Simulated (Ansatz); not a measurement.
# Ag (Fm-3m) in Ansatz: further runs

The runs below take Ag through single point, with PBE.

All numbers are computed with Ansatz 0.2.0; they aren't measurements. Logs are shortened: lines on timing, memory, paths and dates and some standing lists are left out, and cuts for length are marked.

**1. Starting point**

Symmetry: Fm-3m, No. 225, cubic system. Conventional cell: a = 4.085 Å, b = 4.085 Å, c = 4.085 Å, α = 90.00°, β = 90.00°, γ = 90.00°. Ag (site symmetry m-3m) has 12 Ag at 2.89 Å as nearest neighbours.

**2. Single point, PBE**

The input, input.yaml:

```yaml
crystal:
  lattice:
    - [0.0, 2.04275, 2.04275]
    - [2.04275, 0.0, 2.04275]
    - [2.04275, 2.04275, 0.0]
  atoms:
    - { symbol: Ag, position: [0.0, 0.0, 0.0] }
hamiltonian:
  xc: pbe
  pseudopotentials: { kind: paw }
kpoints:
  mp_grid: { grid: [11, 11, 11] }
scf:
  occupations: { method: gaussian, width: 0.018 }
output:
  forces: true
  stress: true
  eigenvalues: true
```

Potentials or basis: Ansatz PAW.

The run is started by

```console
ansatz run input.yaml --threads 2 --pin off --max-ram 5632MiB --backend cpu --events-out ev --progress --plain --runs-dir out
```

Standard output:

```text
Warning: RAYON_NUM_THREADS=2 ignored (pool sized by the plan → 2); use --threads N
Engine: ansatz 0.2.0, aarch64-unknown-linux-gnu
Pseudopotentials: kind: paw
Pseudopotential: Ag, paw, valence charge 19, recommended cutoff 420 eV (normal), Ag.paw.azcp
Functional definition: PBE
  parameter kappa = 0.804
  parameter beta = 0.06672455060314922
  exchange = pbe_x(kappa = kappa, mu = beta*pi^2/3)
  correlation = pbe_c(beta = beta)
Crystal: 1 atoms, lattice volume = 17.048 Å³
Basis set: ecut = 420 eV, 331 PW (Γ), exchange–correlation on 40×40×40 points (8 copies of the dense FFT grid, shifted against one another)
Bands: 14, of which v1, the nominal top of the filled ones, is band 10 counted from 1 (9 counted from 0)
Symmetry: 48 space group operations
Space group: Fm-3m (ITA 225), of the structure as read, at distance tolerance 2.6e-5 Å
k-points: 56 of 1331
Non-local potential: Ag, projectors of the file, l = 0: 3, l = 1: 2, l = 2: 2, l = 3: 1
PAW form: soft (Blöchl's): semilocal exchange-correlation on the pseudo side does not see the compensation charge
PAW one-centre angular grid: Ag, 590 points (default); XC on 64 Gauss nodes
Initial density: superposition of atomic densities (neutral atoms: chi_scale 0, normalization atom), corrected by the library's trained network
Initial wavefunctions: pseudopotential atomic-orbital guess
Functional: x = pbe(κ = 0.804, μ = 0.2195149727645171), c = pbe(β = 0.06672455060314922)
SCF iter   1: F=—  HF=-7590.544724 eV  |F-HF|=—  |Δ(HF+E_count)|=         —  Δρ=1.10e-3  dr2=1.10e-4  ethr=1.77e-3  ⟨swp⟩=4.8  Hψ=4109  notcnv=0
preconditioner: auto → none  [insulator: Δε(μ)=0.094 eV  Ē_g=16.255 eV  σ=0.018 eV  W_gap=0.98  n_scr=8 (ndim 8)  ℏωp=29.8 eV  f_vac=0.000  D(μ)=0.14/eV (n_scr^D=0)  ε∞_Penn≈4.4]
SCF iter   2: F=—  HF=-7590.544915 eV  |F-HF|=—  |Δ(HF+E_count)|=   1.92e-4  Δρ=5.40e-4  dr2=1.58e-5  ethr=5.79e-7  ⟨swp⟩=2.7  Hψ=1803  notcnv=0  defer=3
SCF iter   3: F=—  HF=-7590.544934 eV  |F-HF|=—  |Δ(HF+E_count)|=   1.91e-5  Δρ=2.83e-4  dr2=3.01e-6  ethr=8.31e-8  ⟨swp⟩=2.0  Hψ=1093  notcnv=0  defer=3
SCF iter   4: F=—  HF=-7590.544948 eV  |F-HF|=—  |Δ(HF+E_count)|=   1.42e-5  Δρ=6.67e-5  dr2=1.39e-7  ethr=1.58e-8  ⟨swp⟩=2.0  Hψ=1069  notcnv=0  defer=3
iter 5 did not close the SCF: its close was put off for the readings that it lacked (scf_convergence_deferred on its scf_iter line)
SCF iter   5: F=-7590.544949 eV  HF=-7590.544949 eV  |F-HF|=1.66e-8  |Δ(HF+E_count)|=   8.45e-7  Δρ=1.01e-5  dr2=4.74e-9  ethr=7.29e-10  ⟨swp⟩=2.0  Hψ=1076  notcnv=0  defer=3
SCF iter   6: F=-7590.544949 eV  HF=-7590.544949 eV  |F-HF|=7.64e-11  |Δ(HF+E_count)|=   1.81e-8  Δρ=6.93e-7  dr2=2.46e-11  ethr=2.49e-11  ⟨swp⟩=1.9  Hψ=2343  notcnv=0
SCF 1 converged in 6 iterations: F = -7590.544949 eV  dr2 = 2.46e-11
SCF converged after 6 iterations
Free energy (F): -7590.544949 eV
Harris-Foulkes:  -7590.544949 eV  (|F-HF|=7.64e-11)
Internal energy: -7590.544926 eV  (E = F + TS)
E sigma→0 (E₀):  -7590.544938 eV
Entropy (-TS):   -0.000023 eV (-0.023 meV/atom)
Fermi energy:    17.640300 eV
--- Per-component energies (eV) ---
  E_band       = -234.191197
  E_kinetic    = 527.470289
  E_local      = -2193.129061  (includes V_loc(G=0)·N_el)
  E_nonlocal   = 79.832669
  E_hartree    = 999.009785
  E_xc         = -185.075306
  E_vxc        = -235.190779  (∫ρ·V_xc dr)
  E_paw        = -3901.830692  (= ΣΔE_a)
  E_vpaw       = -411.194380  (= ΣTr[D̂ρ^β])
  E_aug_tail   = 0.000328  (compensation charges beyond the density's cutoff)
  E_ewald      = -2916.822938
  E_smearing   = -0.000023  (= −TS)
  E_closure    = -0.000000  (closes the sum)
  Σ components = -7590.544949   (vs F -7590.544949, Δ=0.00e0)
--- Forces (eV/Å), atoms counted from 1 ---
  atom   1  Ag    -0.00000000     0.00000000    -0.00000000
  max |Σ_I F_I| component: 6.16e-32 eV/Å
--- Stress (GPa, compression-positive) ---
        4.272729      -0.000000      -0.000000
       -0.000000       4.272729       0.000000
        0.000000       0.000000       4.272729
  P = ⅓ Tr σ = 4.2727 GPa (42.727 kbar)
--- Band table (eV; the first three rows and the last of 56) ---
  k-point 0: bands = ["-74.6119", "-38.0022", "-38.0022", "-38.0022", "9.5844", "12.5718", "12.5718", "12.5718", "13.6104", "13.6104", "33.2528", "36.8350", "36.8350", "36.8350"]
  k-point 1: bands = ["-74.6105", "-38.0153", "-38.0042", "-38.0042", "9.8403", "12.5165", "12.6404", "12.6404", "13.5862", "13.5862", "33.2282", "35.0894", "36.9462", "36.9462"]
  k-point 2: bands = ["-74.6068", "-38.0503", "-38.0095", "-38.0095", "10.5067", "12.4809", "12.7635", "12.7635", "13.5957", "13.5957", "31.0788", "34.1250", "37.1086", "37.1086"]
  k-point 55: bands = ["-74.5892", "-38.1168", "-38.1079", "-38.0625", "11.6854", "12.0973", "12.5188", "13.6316", "14.5563", "22.7221", "22.9060", "24.6889", "26.5793", "38.3984"]
```

It took 0.58 s on 2 threads of Arm Neoverse V1, shared host; peak memory 0.26 GiB.

What came out:

```
Free energy            : -7590.5449 eV
Pressure               : 4.3 GPa
Band gap on the k mesh : none (metal or under the smearing width)
```

Levels at points of the mesh, in eV from the Fermi level:
| k point | band 7 | band 8 | band 9 | band 10 | band 11 | band 12 | band 13 | band 14 |
| --- | --- | --- | --- | --- | --- | --- | --- | --- |
| (0.00, 0.00, 0.00) | -5.07 | -5.07 | -4.03 | -4.03 | 15.61 | 19.19 | 19.19 | 19.19 |

**3. Single point, PBE**

Changes to input.yaml since step 2:

```diff
@@ -13,3 +13,3 @@
 scf:
-  occupations: { method: gaussian, width: 0.018 }
+  occupations: { method: gaussian, width: 0.019 }
 output:
```

Potentials or basis: Ansatz PAW.

The run is started by

```console
ansatz run input.yaml --threads 2 --pin off --max-ram 5632MiB --backend cpu --events-out ev --progress --plain --runs-dir out
```

Standard output:

```text
Warning: RAYON_NUM_THREADS=2 ignored (pool sized by the plan → 2); use --threads N
Engine: ansatz 0.2.0, aarch64-unknown-linux-gnu
Pseudopotentials: kind: paw
Pseudopotential: Ag, paw, valence charge 19, recommended cutoff 420 eV (normal), Ag.paw.azcp
Functional definition: PBE
  parameter kappa = 0.804
  parameter beta = 0.06672455060314922
  exchange = pbe_x(kappa = kappa, mu = beta*pi^2/3)
  correlation = pbe_c(beta = beta)
Crystal: 1 atoms, lattice volume = 17.048 Å³
Basis set: ecut = 420 eV, 331 PW (Γ), exchange–correlation on 40×40×40 points (8 copies of the dense FFT grid, shifted against one another)
Bands: 14, of which v1, the nominal top of the filled ones, is band 10 counted from 1 (9 counted from 0)
Symmetry: 48 space group operations
Space group: Fm-3m (ITA 225), of the structure as read, at distance tolerance 2.6e-5 Å
k-points: 56 of 1331
Non-local potential: Ag, projectors of the file, l = 0: 3, l = 1: 2, l = 2: 2, l = 3: 1
PAW form: soft (Blöchl's): semilocal exchange-correlation on the pseudo side does not see the compensation charge
PAW one-centre angular grid: Ag, 590 points (default); XC on 64 Gauss nodes
Initial density: superposition of atomic densities (neutral atoms: chi_scale 0, normalization atom), corrected by the library's trained network
Initial wavefunctions: pseudopotential atomic-orbital guess
Functional: x = pbe(κ = 0.804, μ = 0.2195149727645171), c = pbe(β = 0.06672455060314922)
SCF iter   1: F=—  HF=-7590.544725 eV  |F-HF|=—  |Δ(HF+E_count)|=         —  Δρ=1.10e-3  dr2=1.10e-4  ethr=1.77e-3  ⟨swp⟩=4.9  Hψ=4104  notcnv=0
preconditioner: auto → none  [insulator: Δε(μ)=0.094 eV  Ē_g=16.255 eV  σ=0.019 eV  W_gap=0.98  n_scr=8 (ndim 8)  ℏωp=29.8 eV  f_vac=0.000  D(μ)=0.13/eV (n_scr^D=0)  ε∞_Penn≈4.4]
SCF iter   2: F=—  HF=-7590.544916 eV  |F-HF|=—  |Δ(HF+E_count)|=   1.91e-4  Δρ=5.40e-4  dr2=1.58e-5  ethr=5.79e-7  ⟨swp⟩=2.7  Hψ=1796  notcnv=0  defer=3
SCF iter   3: F=—  HF=-7590.544935 eV  |F-HF|=—  |Δ(HF+E_count)|=   1.93e-5  Δρ=2.83e-4  dr2=3.01e-6  ethr=8.31e-8  ⟨swp⟩=2.0  Hψ=1098  notcnv=0  defer=3
SCF iter   4: F=—  HF=-7590.544950 eV  |F-HF|=—  |Δ(HF+E_count)|=   1.42e-5  Δρ=6.67e-5  dr2=1.38e-7  ethr=1.58e-8  ⟨swp⟩=2.0  Hψ=1071  notcnv=0  defer=3
iter 5 did not close the SCF: its close was put off for the readings that it lacked (scf_convergence_deferred on its scf_iter line)
SCF iter   5: F=-7590.544950 eV  HF=-7590.544950 eV  |F-HF|=1.67e-8  |Δ(HF+E_count)|=   8.44e-7  Δρ=1.00e-5  dr2=4.72e-9  ethr=7.29e-10  ⟨swp⟩=2.0  Hψ=1077  notcnv=0  defer=3
SCF iter   6: F=-7590.544950 eV  HF=-7590.544950 eV  |F-HF|=7.73e-11  |Δ(HF+E_count)|=   1.80e-8  Δρ=6.93e-7  dr2=2.47e-11  ethr=2.49e-11  ⟨swp⟩=1.9  Hψ=2333  notcnv=0
SCF 1 converged in 6 iterations: F = -7590.544950 eV  dr2 = 2.47e-11
SCF converged after 6 iterations
Free energy (F): -7590.544950 eV
Harris-Foulkes:  -7590.544950 eV  (|F-HF|=7.73e-11)
Internal energy: -7590.544926 eV  (E = F + TS)
E sigma→0 (E₀):  -7590.544938 eV
Entropy (-TS):   -0.000024 eV (-0.024 meV/atom)
Fermi energy:    17.638860 eV
--- Per-component energies (eV) ---
  E_band       = -234.191197
  E_kinetic    = 527.470289
  E_local      = -2193.129061  (includes V_loc(G=0)·N_el)
  E_nonlocal   = 79.832669
  E_hartree    = 999.009785
  E_xc         = -185.075306
  E_vxc        = -235.190779  (∫ρ·V_xc dr)
  E_paw        = -3901.830692  (= ΣΔE_a)
  E_vpaw       = -411.194381  (= ΣTr[D̂ρ^β])
  E_aug_tail   = 0.000328  (compensation charges beyond the density's cutoff)
  E_ewald      = -2916.822938
  E_smearing   = -0.000024  (= −TS)
  E_closure    = -0.000000  (closes the sum)
  Σ components = -7590.544950   (vs F -7590.544950, Δ=0.00e0)
--- Forces (eV/Å), atoms counted from 1 ---
  atom   1  Ag    -0.00000000     0.00000000    -0.00000000
  max |Σ_I F_I| component: 6.37e-32 eV/Å
--- Stress (GPa, compression-positive) ---
        4.272729       0.000000      -0.000000
       -0.000000       4.272729      -0.000000
        0.000000       0.000000       4.272729
  P = ⅓ Tr σ = 4.2727 GPa (42.727 kbar)
--- Band table (eV; the first three rows and the last of 56) ---
  k-point 0: bands = ["-74.6119", "-38.0022", "-38.0022", "-38.0022", "9.5844", "12.5718", "12.5718", "12.5718", "13.6104", "13.6104", "33.2528", "36.8350", "36.8350", "36.8350"]
  k-point 1: bands = ["-74.6105", "-38.0153", "-38.0042", "-38.0042", "9.8403", "12.5165", "12.6404", "12.6404", "13.5862", "13.5862", "33.2282", "35.0894", "36.9462", "36.9462"]
  k-point 2: bands = ["-74.6068", "-38.0503", "-38.0095", "-38.0095", "10.5067", "12.4809", "12.7635", "12.7635", "13.5957", "13.5957", "31.0788", "34.1250", "37.1086", "37.1086"]
  k-point 55: bands = ["-74.5892", "-38.1168", "-38.1079", "-38.0625", "11.6854", "12.0973", "12.5188", "13.6316", "14.5563", "22.7221", "22.9060", "24.6889", "26.5793", "38.3984"]
```

Wall time 0.56 s (2 threads of Arm Neoverse V1, shared host); peak memory 0.26 GiB.

What came out:

```yaml
Free_energy: -7590.5450 eV
Pressure: 4.3 GPa
Band_gap_on_the_k_mesh: none (metal or under the smearing width)
```

Levels at points of the mesh, in eV from the Fermi level:
| k point | band 7 | band 8 | band 9 | band 10 | band 11 | band 12 | band 13 | band 14 |
| --- | --- | --- | --- | --- | --- | --- | --- | --- |
| (0.00, 0.00, 0.00) | -5.07 | -5.07 | -4.03 | -4.03 | 15.61 | 19.20 | 19.20 | 19.20 |

**4. Single point, PBE**

Changes to input.yaml since step 3:

```diff
@@ -13,3 +13,3 @@
 scf:
-  occupations: { method: gaussian, width: 0.019 }
+  occupations: { method: gaussian, width: 0.02 }
 output:
```

Potentials or basis: Ansatz PAW.

The run is started by

```console
ansatz run input.yaml --threads 2 --pin off --max-ram 5632MiB --backend cpu --events-out ev --progress --plain --runs-dir out
```

Standard output:

```text
Warning: RAYON_NUM_THREADS=2 ignored (pool sized by the plan → 2); use --threads N
Engine: ansatz 0.2.0, aarch64-unknown-linux-gnu
Pseudopotentials: kind: paw
Pseudopotential: Ag, paw, valence charge 19, recommended cutoff 420 eV (normal), Ag.paw.azcp
Functional definition: PBE
  parameter kappa = 0.804
  parameter beta = 0.06672455060314922
  exchange = pbe_x(kappa = kappa, mu = beta*pi^2/3)
  correlation = pbe_c(beta = beta)
Crystal: 1 atoms, lattice volume = 17.048 Å³
Basis set: ecut = 420 eV, 331 PW (Γ), exchange–correlation on 40×40×40 points (8 copies of the dense FFT grid, shifted against one another)
Bands: 14, of which v1, the nominal top of the filled ones, is band 10 counted from 1 (9 counted from 0)
Symmetry: 48 space group operations
Space group: Fm-3m (ITA 225), of the structure as read, at distance tolerance 2.6e-5 Å
k-points: 56 of 1331
Non-local potential: Ag, projectors of the file, l = 0: 3, l = 1: 2, l = 2: 2, l = 3: 1
PAW form: soft (Blöchl's): semilocal exchange-correlation on the pseudo side does not see the compensation charge
PAW one-centre angular grid: Ag, 590 points (default); XC on 64 Gauss nodes
Initial density: superposition of atomic densities (neutral atoms: chi_scale 0, normalization atom), corrected by the library's trained network
Initial wavefunctions: pseudopotential atomic-orbital guess
Functional: x = pbe(κ = 0.804, μ = 0.2195149727645171), c = pbe(β = 0.06672455060314922)
SCF iter   1: F=—  HF=-7590.544726 eV  |F-HF|=—  |Δ(HF+E_count)|=         —  Δρ=1.10e-3  dr2=1.10e-4  ethr=1.77e-3  ⟨swp⟩=4.9  Hψ=4098  notcnv=0
preconditioner: auto → none  [insulator: Δε(μ)=0.094 eV  Ē_g=16.255 eV  σ=0.020 eV  W_gap=0.98  n_scr=8 (ndim 8)  ℏωp=29.8 eV  f_vac=0.000  D(μ)=0.13/eV (n_scr^D=0)  ε∞_Penn≈4.4]
SCF iter   2: F=—  HF=-7590.544918 eV  |F-HF|=—  |Δ(HF+E_count)|=   1.91e-4  Δρ=5.40e-4  dr2=1.58e-5  ethr=5.79e-7  ⟨swp⟩=2.7  Hψ=1792  notcnv=0  defer=3
SCF iter   3: F=—  HF=-7590.544937 eV  |F-HF|=—  |Δ(HF+E_count)|=   1.92e-5  Δρ=2.83e-4  dr2=3.01e-6  ethr=8.31e-8  ⟨swp⟩=2.0  Hψ=1094  notcnv=0  defer=3
SCF iter   4: F=—  HF=-7590.544951 eV  |F-HF|=—  |Δ(HF+E_count)|=   1.42e-5  Δρ=6.67e-5  dr2=1.39e-7  ethr=1.58e-8  ⟨swp⟩=2.0  Hψ=1070  notcnv=0  defer=3
iter 5 did not close the SCF: its close was put off for the readings that it lacked (scf_convergence_deferred on its scf_iter line)
SCF iter   5: F=-7590.544952 eV  HF=-7590.544952 eV  |F-HF|=1.66e-8  |Δ(HF+E_count)|=   8.45e-7  Δρ=1.00e-5  dr2=4.73e-9  ethr=7.29e-10  ⟨swp⟩=2.0  Hψ=1077  notcnv=0  defer=3
SCF iter   6: F=-7590.544952 eV  HF=-7590.544952 eV  |F-HF|=7.37e-11  |Δ(HF+E_count)|=   1.82e-8  Δρ=6.93e-7  dr2=2.46e-11  ethr=2.49e-11  ⟨swp⟩=1.9  Hψ=2333  notcnv=0
SCF 1 converged in 6 iterations: F = -7590.544952 eV  dr2 = 2.46e-11
SCF converged after 6 iterations
Free energy (F): -7590.544952 eV
Harris-Foulkes:  -7590.544952 eV  (|F-HF|=7.37e-11)
Internal energy: -7590.544926 eV  (E = F + TS)
E sigma→0 (E₀):  -7590.544939 eV
Entropy (-TS):   -0.000026 eV (-0.026 meV/atom)
Fermi energy:    17.637420 eV
--- Per-component energies (eV) ---
  E_band       = -234.191197
  E_kinetic    = 527.470289
  E_local      = -2193.129062  (includes V_loc(G=0)·N_el)
  E_nonlocal   = 79.832669
  E_hartree    = 999.009786
  E_xc         = -185.075306
  E_vxc        = -235.190779  (∫ρ·V_xc dr)
  E_paw        = -3901.830692  (= ΣΔE_a)
  E_vpaw       = -411.194380  (= ΣTr[D̂ρ^β])
  E_aug_tail   = 0.000328  (compensation charges beyond the density's cutoff)
  E_ewald      = -2916.822938
  E_smearing   = -0.000026  (= −TS)
  E_closure    = 0.000000  (closes the sum)
  Σ components = -7590.544952   (vs F -7590.544952, Δ=0.00e0)
--- Forces (eV/Å), atoms counted from 1 ---
  atom   1  Ag    -0.00000000     0.00000000     0.00000000
  max |Σ_I F_I| component: 7.81e-32 eV/Å
--- Stress (GPa, compression-positive) ---
        4.272729      -0.000000       0.000000
       -0.000000       4.272729       0.000000
       -0.000000      -0.000000       4.272729
  P = ⅓ Tr σ = 4.2727 GPa (42.727 kbar)
--- Band table (eV; the first three rows and the last of 56) ---
  k-point 0: bands = ["-74.6119", "-38.0022", "-38.0022", "-38.0022", "9.5844", "12.5718", "12.5718", "12.5718", "13.6104", "13.6104", "33.2528", "36.8350", "36.8350", "36.8350"]
  k-point 1: bands = ["-74.6105", "-38.0153", "-38.0042", "-38.0042", "9.8403", "12.5165", "12.6404", "12.6404", "13.5862", "13.5862", "33.2282", "35.0894", "36.9462", "36.9462"]
  k-point 2: bands = ["-74.6068", "-38.0503", "-38.0095", "-38.0095", "10.5067", "12.4809", "12.7635", "12.7635", "13.5957", "13.5957", "31.0788", "34.1250", "37.1086", "37.1086"]
  k-point 55: bands = ["-74.5892", "-38.1168", "-38.1079", "-38.0625", "11.6854", "12.0973", "12.5188", "13.6316", "14.5563", "22.7221", "22.9060", "24.6889", "26.5793", "38.3984"]
```

Run time: 0.59 s. Hardware: 2 threads of Arm Neoverse V1, shared host; peak memory 0.26 GiB.

What came out:

- Free energy: -7590.5450 eV
- Pressure: 4.3 GPa
- Band gap on the k mesh: none (metal or under the smearing width)

Levels at points of the mesh, in eV from the Fermi level:
| k point | band 6 | band 7 | band 8 | band 9 | band 10 | band 11 | band 12 | band 13 | band 14 |
| --- | --- | --- | --- | --- | --- | --- | --- | --- | --- |
| (0.00, 0.00, 0.00) | -5.07 | -5.07 | -5.07 | -4.03 | -4.03 | 15.62 | 19.20 | 19.20 | 19.20 |

**5. Single point, PBE**

Changes to input.yaml since step 4:

```diff
@@ -13,3 +13,3 @@
 scf:
-  occupations: { method: gaussian, width: 0.02 }
+  occupations: { method: gaussian, width: 0.021 }
 output:
```

The run is started by

```console
ansatz run input.yaml --threads 2 --pin off --max-ram 5632MiB --backend cpu --events-out ev --progress --plain --runs-dir out
```

Wall time 0.58 s (2 threads of Arm Neoverse V1, shared host); peak memory 0.26 GiB.

It converged, with:

```yaml
Free_energy: -7590.5450 eV
Pressure: 4.3 GPa
Band_gap_on_the_k_mesh: none (metal or under the smearing width)
```

Levels at points of the mesh, in eV from the Fermi level:
| k point | band 6 | band 7 | band 8 | band 9 | band 10 | band 11 | band 12 | band 13 | band 14 |
| --- | --- | --- | --- | --- | --- | --- | --- | --- | --- |
| (0.00, 0.00, 0.00) | -5.06 | -5.06 | -5.06 | -4.03 | -4.03 | 15.62 | 19.20 | 19.20 | 19.20 |

**6. Single point, PBE**

Changes to input.yaml since step 5:

```diff
@@ -13,3 +13,3 @@
 scf:
-  occupations: { method: gaussian, width: 0.021 }
+  occupations: { method: gaussian, width: 0.022 }
 output:
```

Potentials or basis: Ansatz PAW.

The run is started by

```console
ansatz run input.yaml --threads 2 --pin off --max-ram 5632MiB --backend cpu --events-out ev --progress --plain --runs-dir out
```

Wall time 0.58 s (2 threads of Arm Neoverse V1, shared host); peak memory 0.26 GiB.

The run converged. Its results:

```
Free energy            : -7590.5450 eV
Pressure               : 4.3 GPa
Band gap on the k mesh : none (metal or under the smearing width)
```

Levels at points of the mesh, in eV from the Fermi level:
```csv
k point,band 7,band 8,band 9,band 10,band 11,band 12,band 13,band 14
"(0.00, 0.00, 0.00)",-5.06,-5.06,-4.02,-4.02,15.62,19.20,19.20,19.20
```

**7. The runs side by side**

```csv
smearing,gap on the mesh (eV),pressure (GPa)
gaussian 0.018 eV,none,4.3
gaussian 0.019 eV,none,4.3
gaussian 0.02 eV,none,4.3
gaussian 0.021 eV,none,4.3
gaussian 0.022 eV,none,4.3
```

Alike in all rows: task single point; level PBE; potentials or basis Ansatz PAW; no spin polarisation; cell as given; k mesh 11 × 11 × 11; cutoff (eV) 420.

Every run on the cell as given and a fine mesh finds a metal.

Absolute energies hang on the potentials; compare differences alone.
